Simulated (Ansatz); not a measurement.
Ta₂N: a vibration from a frozen displacement

The calculation used DFT PBEsol, scalar-relativistic, plane waves, PAW (Ansatz). Settings: plane waves to 420 eV, k-mesh 18×18×10 (Γ-centred), Gaussian smearing 0.15 eV. Spin–orbit coupling is left out, which matters for the heavy elements here. No spin polarisation. Energies are free energies at this smearing, counted from the undisturbed cell; pressure is positive in compression.

Zero of the scan (relaxed at this level; it needn't be the usual structure):

```xyz
3
Lattice="3.0786 0.0000 0.0000 -1.5393 2.6662 0.0000 0.0000 0.0000 4.8233" Properties=species:S:1:pos:R:3 pbc="T T T"
Ta    1.5393    0.8887    3.5994
Ta    0.0000    1.7774    1.2239
N     0.0000    0.0000    0.0000
```

Every Ta atom is moved by x along the Cartesian unit vector (0.000, -0.599, -0.801); the cell and all other atoms stay fixed. The cell's volume is 39.59 Å³; the moved atoms weigh 361.896 u together and the others 14.007 u.

| x (Å) | ΔE (meV/cell) | total force on the moved atoms along the move (eV/Å) | pressure (GPa) |
| --- | --- | --- | --- |
| -0.1000 | 78.39 | 1.5799 | 1.0034 |
| -0.0500 | 19.48 | 0.7809 | 0.2570 |
| 0.0000 | 0.00 | 0.0000 | 0.0091 |
| 0.0750 | 43.94 | -1.1769 | 0.5675 |

Problem. What frequency belongs to this motion?

Solution. The force constant is k = −dF/dx = 15.648 eV/Å², from the parabola through x = -0.0500, 0 and 0.0750. In every cell the moved atoms swing against the rest, so the mass is μ = m₁m₂/(m₁ + m₂) = 13.485 u, and ν̃ = 521.5 cm⁻¹ × √(|k|/μ) = 562 cm⁻¹. The pattern needn't be a normal mode: ν̃² is then a weighted mean of the squared nonzero frequencies at the zone centre of this cell, so it lies between the lowest and the highest of them.

Problem. How far does the harmonic law reach?

Solution. At x = -0.100 Å, kx²/2 = 78.24 meV against the computed 78.39 meV (+0.2 %): the well is still close to harmonic there.

In a metal these slopes depend on the k mesh and the smearing.

The nitrogen sublattice sits in a stiff, nearly harmonic well. The 562 cm⁻¹ is high mainly because the reduced mass is almost that of nitrogen alone, while the restoring force comes from short Ta–N contacts in an octahedral cage, where short-range repulsion resists off-centring and outweighs the N 2p–Ta 5d covalency, which by itself would favour it. Nitrogen lies on an inversion centre, so the energy is even in x and the first anharmonic term is quartic; the forces show it as a slight hardening.

The same symmetry keeps the even Ta–Ta modes out of this motion. The oblique displacement mixes only the axial and in-plane vibrations of nitrogen against tantalum, so the frequency lies between those two and cannot give their splitting. The pressure rises on displacement in either direction, roughly as x², which means that the force constant falls as the cell expands: a positive Grüneisen parameter for this motion. The positive curvature shows stability against this displacement only, leaving Ta–Ta modes and distortions that enlarge the cell untested.
